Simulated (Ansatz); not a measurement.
# MgO: excitons and shallow donors from band masses and screening

Computed with Ansatz 0.2.0, DFT PBEsol, scalar-relativistic, plane waves, PAW.

Plane waves to 420 eV, a k mesh through Γ of 10×10×10 on the computed 2-atom cell and Gaussian smearing (0.02 eV); no spin polarisation.

Relaxed cell: Fm-3m, a = 4.214 Å, b = 4.214 Å, c = 4.214 Å, α = 90.00°, β = 90.00°, γ = 90.00°, 2 atoms in the primitive cell.

The calculation gives a Kohn–Sham gap of 4.62 eV, an electron mass of 0.341 mₑ and a hole mass of 0.838 mₑ (harmonic means over x, y, z and over the bands degenerate at each edge), and ε∞ = 3.32 (independent particles, mean of the diagonal).

Q: Estimate the binding energy and radius of a Wannier–Mott exciton and of a shallow donor, and say whether the hydrogenic model can hold.

A: The reduced mass is μ = mₙmₕ/(mₙ + mₕ) = 0.242 mₑ, with mₙ and mₕ the band masses. With E_b = 13.606 eV × μ/ε² and a = 0.529 Å × ε/μ (μ in mₑ) the exciton has E_b = 299 meV and a = 7.3 Å. For a donor μ is the electron mass: 420 meV and 5.2 Å. The radius isn't large against the shortest lattice vector (2.98 Å), so the continuum picture is doubtful and the numbers are only a scale. In a polar crystal the ions screen too, so a state bound more weakly than an optical phonon feels the larger static constant, which lowers the energy and widens the orbit. The other way, the small Kohn–Sham gap and the missing local fields make ε∞ too large and the masses tend to be too light, which underbinds.